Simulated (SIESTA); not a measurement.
Input of a SIESTA 5.4.2 run:

File SnTe.fdf:

```
SystemName                      SnTe
SystemLabel                     SnTe
NumberOfSpecies                 2
NumberOfAtoms                   2
%block ChemicalSpeciesLabel
  1  52 Te
  2  50 Sn
%endblock ChemicalSpeciesLabel

UseStructFile                   true

%block kgrid.MonkhorstPack
    7   0   0  0.0
    0   7   0  0.0
    0   0   7  0.0
%endblock kgrid.MonkhorstPack
XC.Functional                   LDA
XC.Authors                      PW92
PAO.BasisSize                   DZP
PAO.EnergyShift                 0.003 Ry
Mesh.Cutoff                     500 Ry
OccupationFunction              FD
ElectronicTemperature           0.05 eV
MaxSCFIterations                120
SCF.MustConverge                false
SCF.Mixer.Method                Pulay
SCF.Mixer.Weight                0.25
SCF.Mixer.History               8
SCF.DM.Tolerance                5.0e-05
SCF.H.Tolerance                 1.0e-03 eV
WriteForces                     true
Charge.Mulliken                 end
%block PAO.Basis
  Te 4
  n=5 0 2
    5.613 0.000
  n=5 1 2
    7.253 0.000
  n=4 2 2
    3.260 0.000
  n=5 2 1
    7.253
  Sn 4
  n=5 0 2
    6.393 0.000
  n=5 1 2
    8.565 0.000
  n=4 2 2
    3.767 0.000
  n=5 2 1
    8.565
%endblock PAO.Basis
```

Contents of SnTe.STRUCT_IN:

```
   0.0000000000     3.6111460000     3.6111460000
   3.6111460000     0.0000000000     3.6111460000
   3.6111460000     3.6111460000     0.0000000000
2
1  52    0.2500000000     0.2500000000     0.2500000000
2  50    0.0000000000     0.0000000000     0.0000000000
```

Potentials or basis: PseudoDojo 0.4 standard (LDA files), DZP (energy shift 0.003 Ry; two zetas on semicore shells).

Launch:

```console
$ siesta < SnTe.fdf > SnTe.out 2>&1
```

(1) Estimate the pressure.

(2) Estimate the band gap on the k mesh.

Results:

(1) -1.7 GPa.

(2) 0.26 eV, indirect (least direct gap 0.78 eV).

Caveat: spin-orbit coupling is left out, which moves the levels of the heavy elements; an odd mesh through Γ misses points on the zone boundary, where band edges often lie; the basis of atomic orbitals isn't converged, which shifts pressures, moduli and gaps.
